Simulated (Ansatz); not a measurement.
## Structures of SiGe$_{2}$: which is lowest?

Plane-wave DFT in Ansatz with scalar-relativistic PAW potentials, cutoff 420 eV, Γ-centred meshes chosen by cell and gap, Gaussian smearing with energies taken to zero width. Every cell was relaxed (cell and atoms) in a run of its own, within the symmetry of its start. Functional: PBEsol.

Relaxed structures (starts from databases or built by putting these elements on another compound's sites):
A. Fddd, 6 atoms in the computed cell, a = 5.276 Å, b = 8.245 Å, c = 9.551 Å; sites (symmetry × multiplicity) Si 222 × 8, Ge .2. × 16; start: built
B. Fm-3m, 3 atoms in the computed cell, a = 6.120 Å; sites (symmetry × multiplicity) Si m-3m × 4, Ge -43m × 8; start: built

Rank them by energy. Could pressure change the order?

| structure | group | E − E(lowest) (meV/atom) | V (Å³/atom) | gap on mesh (eV) |
| --- | --- | --- | --- | --- |
| B | Fm-3m | 0.0 | 19.10 | 0.00 |
| A | Fddd | 30 | 17.31 | 0.00 |

B is lowest, 30 meV/atom under A. A is denser by 1.79 Å³/atom, so pressure favours it: ΔE/ΔV, with ΔE in eV and 1 eV/Å³ = 160.2 GPa, gives about 2.7 GPa for equal enthalpy if both cells were rigid, a rough figure since the two compress differently. Other structures may lie lower than all of these, and vibrations aren't counted.